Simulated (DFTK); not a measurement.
The system is TePb.

```
CELL_PARAMETERS angstrom
4.00229 0.00000 0.00000
0.00000 4.00229 0.00000
0.00000 0.00000 4.00229
ATOMIC_POSITIONS crystal
Pb 0.00000 0.00000 0.00000
Te 0.50000 0.50000 0.50000
```

Measurements of this composition are mostly on another form, of space group No. 225.

* Program: DFTK 0.8.2
* Task: single point
* Functional: PBE
* Potentials or basis: dojo.nc.sr.pbe.v0_4_1.standard.upf (PBE)
* Cutoff: 1088 eV
* k mesh: 7 × 7 × 7
* Occupations: fermi-dirac, width 0.05 eV
* Spin: no spin polarisation

On this cell: pressure 0.0 GPa; largest force zero by symmetry; band gap on the k mesh none (metal or under the smearing width).

The same run follows on a disturbed copy (atoms moved at random, drawn with an rms of 0.05 Å):

```
CELL_PARAMETERS angstrom
4.00229 0.00000 0.00000
0.00000 4.00229 0.00000
0.00000 0.00000 4.00229
ATOMIC_POSITIONS crystal
Pb 0.99039 0.00759 0.98972
Te 0.48334 0.49709 0.49934
```

Question: What changes?

Answer: The energy (extrapolated to zero smearing) moves by -0.6 meV/atom; pressure 0.1 GPa; largest force 0.034 eV/Å; band gap on the k mesh none (metal or under the smearing width).

Forces on the atoms (eV/Å):
```
Pb   0.015  0.023 -0.021
Te  -0.015 -0.023  0.021
```
